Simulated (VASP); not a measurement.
Set up this calculation in VASP 6.6.1, as the native input.

| Item | Value |
| --- | --- |
| Task | band structure |
| Functional | RPBE |
| Potentials or basis | VASP PAW PBE potentials, release 64 (Ni, O) |
| Cutoff | 520 eV |
| k mesh | 11 × 11 × 11 |
| Occupations | fermi-dirac, width 0.05 eV |
| Spin | collinear spin, ferromagnetic start |
| Starting moments | [1.0, 0.0] μB |
| Further INCAR settings | ALGO = Normal; EDIFF = 1e-06 |

The structure of NiO lies in POSCAR:

```
NiO
1.0
    0.0000000000      2.0859016414      2.0859016414
    2.0859016414      0.0000000000      2.0859016414
    2.0859016414      2.0859016414      0.0000000000
Ni O
1 1
Direct
    0.0000000000      0.0000000000      0.0000000000
    0.5000000000      0.5000000000      0.5000000000
```

One way to write it, as run:

INCAR

```
SYSTEM = NiO
PREC = Accurate ; ENCUT = 520
EDIFF = 1E-6 ; ISMEAR = -1
SIGMA = 0.05 ; LREAL = .FALSE.
LASPH = .TRUE. ; NELM = 100
ALGO = Normal ; ISIF = 2
LWAVE = .FALSE. ; LCHARG = .FALSE.
ISPIN = 2 ; MAGMOM = 1 0
LORBIT = 11 ; LMAXMIX = 4
GGA = RP
```

KPOINTS

```
Automatic mesh
0
G
  11 11 11
  0 0 0
```

KPOINTS_OPT

```
path GXWKGLUWLK,UX
15
line-mode
reciprocal
 0.0000000000  0.0000000000  0.0000000000  G
 0.5000000000  0.0000000000  0.5000000000  X

 0.5000000000  0.0000000000  0.5000000000  X
 0.5000000000  0.2500000000  0.7500000000  W

 0.5000000000  0.2500000000  0.7500000000  W
 0.3750000000  0.3750000000  0.7500000000  K

 0.3750000000  0.3750000000  0.7500000000  K
 0.0000000000  0.0000000000  0.0000000000  G

 0.0000000000  0.0000000000  0.0000000000  G
 0.5000000000  0.5000000000  0.5000000000  L

 0.5000000000  0.5000000000  0.5000000000  L
 0.6250000000  0.2500000000  0.6250000000  U

 0.6250000000  0.2500000000  0.6250000000  U
 0.5000000000  0.2500000000  0.7500000000  W

 0.5000000000  0.2500000000  0.7500000000  W
 0.5000000000  0.5000000000  0.5000000000  L

 0.5000000000  0.5000000000  0.5000000000  L
 0.3750000000  0.3750000000  0.7500000000  K

 0.6250000000  0.2500000000  0.6250000000  U
 0.5000000000  0.0000000000  0.5000000000  X
```

Potentials or basis: VASP PAW PBE potentials, release 64 (Ni, O).

Command:

```bash
$ cat potpaw_PBE.64/Ni/POTCAR potpaw_PBE.64/O/POTCAR > POTCAR
$ mpirun -np 1 vasp_std > vasp.out
```

Results of the run:

* Pressure: 13.0 GPa
* Band gap along the path: none (metal or under the smearing width)
* Net moment: 1.80 μB per cell
* Site moments: Ni +1.48; O +0.28 μB
* Valence electrons inside the program's atomic spheres: Ni 8.97; O 5.00

Caveat: the PAW data sets were made with another functional, which shifts forces and pressure a little; a cell with one magnetic atom can't hold antiferromagnetic order, which such compounds often take; semilocal functionals often make such compounds metallic where correlation or magnetic order opens a gap, which also shifts bond lengths.

Wall time 24 s on 1 thread of Intel(R) Xeon(R) 6975P-C (Granite Rapids), on a shared host, peak memory 0.17 GiB.
